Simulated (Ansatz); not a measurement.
Calculated coordination and Ge-73 quadrupole coupling for Ge

Cell: a structure deposited in the COD whose atoms were relaxed with PBE, the cell held.

Space group P4_32_12 (No. 96); a = 5.9300, c = 6.9800 Å.

| site | Wyckoff | site symmetry | x | y | z |
| --- | --- | --- | --- | --- | --- |
| Ge1 | 4a | ..2 | 0.0900 | 0.0900 | 0.0000 |
| Ge5 | 8b | 1 | 0.1723 | 0.3692 | 0.2594 |

One atom of each set is listed.

All values are calculated (Ansatz; DFT, r2SCAN, plane waves and PAW (field gradients read without the response of the frozen cores, which leaves them typically 4 to 6 % off), scalar-relativistic, 500 eV cutoff, Γ-centred 6×6×5 k-points, Fermi–Dirac smearing 0.05 eV), not measured.

Q(Ge-73) = -196.0 mb.

Task: Order the Ge environments from the weakest to the strongest quadrupole coupling.
A. Ge5: 4 Ge at 2.49–2.52 Å
B. Ge1: 4 Ge at 2.49–2.50 Å

Result: B (20.6 MHz, η = 0.79), A (28.0 MHz, η = 0.81).

Like point charges on the first shell alone (each adding as 1/d³) would put Ge1 above Ge5: the covalent part of each bond and the atoms beyond the first shell count as well.
